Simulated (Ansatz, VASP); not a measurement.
**Two plane-wave programs on BN**

```
B N
1.0
     2.51080    0.00000    0.00000
    -1.25540    2.17441    0.00000
     0.00000    0.00000    7.25023
B N
2 2
Direct
  0.33333 0.66667 0.25000
  0.66667 0.33333 0.75000
  0.33333 0.66667 0.75000
  0.66667 0.33333 0.25000
```

Alike in both runs: functional PBE; dispersion D3(BJ); k mesh 12 × 12 × 4; occupations gaussian, width 0.02 eV; no spin polarisation.

Ansatz relaxed the structure, and its values are those at the end. VASP's run is a single point on that final structure, the one shown.

```csv
,VASP,Ansatz
version,VASP 6.6.1,Ansatz 0.2.0
potentials or method,"VASP PAW PBE potentials, release 64 (B, N)","scalar-relativistic, plane waves, PAW"
plane-wave cutoff (eV),520,420
valence electrons in the cell,16,16
```

|  | VASP | Ansatz | Ansatz less VASP |
| --- | --- | --- | --- |
| gap on the k mesh at the Fermi level (eV) | 4.39 | 4.40 | +0.007 |
| least direct gap on the mesh (eV) | 4.64 | 4.65 | +0.003 |
| pressure (GPa) | -1.4 | -1.5 | -0.06 |

A k mesh can miss the band edges.
